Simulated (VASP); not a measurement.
## ZrS2: phonons with LDA

The system is ZrS2, a slab with vacuum.

```xyz
6
Lattice="3.6016 0.0000 0.0000 -1.8008 3.1190 0.0000 0.0000 0.0000 26.9155" Properties=species:S:1:pos:R:3 pbc="T T T"
S     1.8008    1.0397    9.1859
S     0.0000    2.0794   12.0804
S     1.8008    1.0397   14.8352
S     0.0000    2.0794   17.7297
Zr    0.0000    0.0000   10.6297
Zr    0.0000    0.0000   16.2859
```

```json
{"Program": "VASP 6.6.1", "Task": "phonons", "Functional": "LDA", "Potentials or basis": "VASP PAW LDA potentials, release 64 (S, Zr_sv)", "Cutoff": "600 eV", "k mesh": "9 × 9 × 1", "Occupations": "gaussian, width 0.03 eV", "Spin": "no spin polarisation", "By perturbation theory": "no", "Further INCAR settings": "ALGO = Normal; EDIFF = 1e-08; IBRION = 6; POTIM = 0.015; NSW = 1"}
```

```
Highest phonon frequency at Γ, LO-TO splitting left out : 347 cm⁻¹
```

Phonon frequencies in cm⁻¹ (negative: imaginary):
```csv
q point,frequencies
"(0.000, 0.000, 0.000)",0 0 0 23 23 46 164 164 167 167 255 255 256 256 316 319 344 347
```

Wall time 29 min on 2 MPI ranks on Intel(R) Xeon(R) 6975P-C (Granite Rapids) (shared host), peak memory 0.81 GiB a rank.
